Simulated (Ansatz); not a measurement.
Crystal: CoO.

```
CELL_PARAMETERS angstrom
1.42815 2.47363 0.00000
-4.28445 2.47363 0.00000
0.00000 0.00000 2.78761
ATOMIC_POSITIONS crystal
Co 0.00000 0.00000 0.00000
Co 0.50000 0.50000 0.00000
O 0.50000 0.83333 0.50000
O 0.00000 0.33333 0.50000
```

Measurements of this composition are mostly on another form, of space group No. 225.

The cell isn't the ideal one: another cell of the same crystal, with 4 atoms.

Base run:

- Program: Ansatz 0.2.0
- Functional: PBE
- Potentials or basis: Ansatz PAW
- Cutoff: 420 eV (not typed: the program's choice for these potentials)
- k mesh: 7 × 4 × 7
- Occupations: gaussian, width 0.05 eV
- Spin: collinear spin, antiferromagnetic start
- Starting moments: [2.0, -2.0, 0.0, 0.0] μB
- Hubbard terms: Co d U = 4 eV

Its results: band gap on the k mesh 1.39 eV; pressure 3.7 GPa; net moment 0.00 μB per cell; site moments Co +2.54, -2.54; O +0.09, -0.09 μB; largest force 0.215 eV/Å.

Q: The run is repeated on the same cell with these changes: hubbard terms from Co d U = 4 eV to none; hubbard projectors from ortho-atomic (the default) to none. What comes out?

A: Band gap on the k mesh none (metal or under the smearing width); pressure -8.1 GPa; net moment 0.00 μB per cell; site moments Co +2.30, -2.30; O +0.14, -0.14 μB; largest force 0.044 eV/Å.

The U term pushes filled and empty states of the shell apart.

Caveats: the magnetic or orbital state may not be the lowest (some runs); odd divisions of the mesh miss points on the zone boundary, where band edges often lie, so the gap on the mesh can be too wide (some runs); semilocal functionals often make such compounds metallic where correlation or magnetic order opens a gap, which also shifts bond lengths (some runs).

A k mesh can miss the band edges.
